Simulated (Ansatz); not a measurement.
# Be: the cost of one run

Program: Ansatz 0.2.0. Level of theory: DFT PBE, scalar-relativistic, plane waves, PAW. These are calculated values, not measurements.

A COD entry behind a cell of this session may itself be a prediction, so a difference from it is no test against experiment.

## 1. The structure to begin with

It takes space group P6_3/mmc (No. 194, hexagonal). The conventional cell has a = 2.718 Å, b = 2.718 Å, c = 8.877 Å, α = 90.00°, β = 90.00°, γ = 120.00°. Be (site symmetry 3m) is surrounded by 4 Be at 1.66 Å.

As a file:

```cif
data_structure
_symmetry_space_group_name_H-M 'P6_3/mmc'
_symmetry_Int_Tables_number 194
_cell_length_a 2.7181
_cell_length_b 2.7181
_cell_length_c 8.8773
_cell_angle_alpha 90.000
_cell_angle_beta 90.000
_cell_angle_gamma 120.000
_cell_volume 56.80
loop_
_atom_site_label
_atom_site_type_symbol
_atom_site_symmetry_multiplicity
_atom_site_Wyckoff_symbol
_atom_site_fract_x
_atom_site_fract_y
_atom_site_fract_z
_atom_site_occupancy
Be1 Be 4 e 0.00000 0.00000 0.09375 1
Be2 Be 4 f 0.33333 0.66667 0.15625 1
```

(A quick probe on a coarse mesh, which set the mesh and smearing, is not shown.)

## 3. Coarse relaxation

The input, input.yaml:

```yaml
crystal:
  lattice:
    - [2.7181344566, 0.0, 0.0]
    - [-1.3590672282, 2.3539734903, 0.0]
    - [0.0, 0.0, 8.8773464966]
  atoms:
    - { symbol: Be, position: [0.0, 0.0, 0.09375] }
    - { symbol: Be, position: [0.0, 0.0, 0.59375] }
    - { symbol: Be, position: [0.0, 0.0, 0.40625] }
    - { symbol: Be, position: [0.0, 0.0, 0.90625] }
    - { symbol: Be, position: [0.3333333333, 0.6666666667, 0.15625] }
    - { symbol: Be, position: [0.6666666667, 0.3333333333, 0.65625] }
    - { symbol: Be, position: [0.3333333333, 0.6666666667, 0.34375] }
    - { symbol: Be, position: [0.6666666667, 0.3333333333, 0.84375] }
basis:
  ecutwfc: 420
kpoints:
  mp_grid: { grid: [9, 9, 2] }
hamiltonian:
  xc: pbe
scf:
  occupations: { method: gaussian, width: 0.1 }
  lower_state_search: "off"
output:
  forces: true
  stress: true
  eigenvalues: true
relax:
  adjacent_minimum: "off"
  f_tol: 0.04
  max_steps: 70
  cell: { stress_tol: 0.4 }
```

**Question.** How long does this run take on 1 thread of an x86-64 CPU, shared host, and how much memory does it need?

About 35 s, with a peak of 0.39 GiB.
